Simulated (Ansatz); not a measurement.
# AlAs: the cost of one run

Program: Ansatz 0.2.0. Level of theory: DFT PBEsol, scalar-relativistic, plane waves, PAW. These are calculated values, not measurements.

That is the level of the relaxation; later steps name their own.

## 1. The structure to begin with

It takes space group F-43m (No. 216, cubic). Conventional cell: a = 5.675 Å, b = 5.675 Å, c = 5.675 Å, α = 90.00°, β = 90.00°, γ = 90.00°. Al (site symmetry -43m) has 4 As at 2.46 Å as nearest neighbours. As (site symmetry -43m) has 4 Al at 2.46 Å as nearest neighbours.

As a file:

```cif
data_structure
_symmetry_space_group_name_H-M 'P 1'
_symmetry_Int_Tables_number 1
_cell_length_a 4.0125
_cell_length_b 4.0125
_cell_length_c 4.0125
_cell_angle_alpha 60.000
_cell_angle_beta 60.000
_cell_angle_gamma 60.000
_cell_volume 45.68
loop_
_atom_site_label
_atom_site_type_symbol
_atom_site_fract_x
_atom_site_fract_y
_atom_site_fract_z
_atom_site_occupancy
Al1 Al 0.00000 0.00000 0.00000 1
As1 As 0.25000 0.25000 0.25000 1
```

This cell was relaxed beforehand with the same method: volume 22.84 Å³/atom, gap on the mesh 1.34 eV.

## 2. Band edges over the whole zone

input.yaml

```yaml
crystal:
  lattice:
    - [0.0, 2.8372981997, 2.8372981997]
    - [2.8372981997, 0.0, 2.8372981997]
    - [2.8372981997, 2.8372981997, 0.0]
  atoms:
    - { symbol: Al, position: [0.0, 0.0, 0.0] }
    - { symbol: As, position: [0.25, 0.25, 0.25] }
basis:
  ecutwfc: 420
kpoints:
  mp_grid: { grid: [8, 8, 8] }
  band_path: { path: [VBM, CBM], npoints: 2 }
hamiltonian:
  xc: pbesol
scf:
  occupations: { method: gaussian, width: 0.02 }
output:
  forces: true
  stress: true
  eigenvalues: true
```

Started as:

```console
$ ansatz run input.yaml --threads 1 --pin off --max-ram 2560MiB --backend cpu --events-out ev --progress --plain --runs-dir out
```

**Question.** How long does this run take on 1 thread of Arm Neoverse V1, shared host, and how much memory does it need?

About 5.5 s, with a peak of 0.29 GiB.
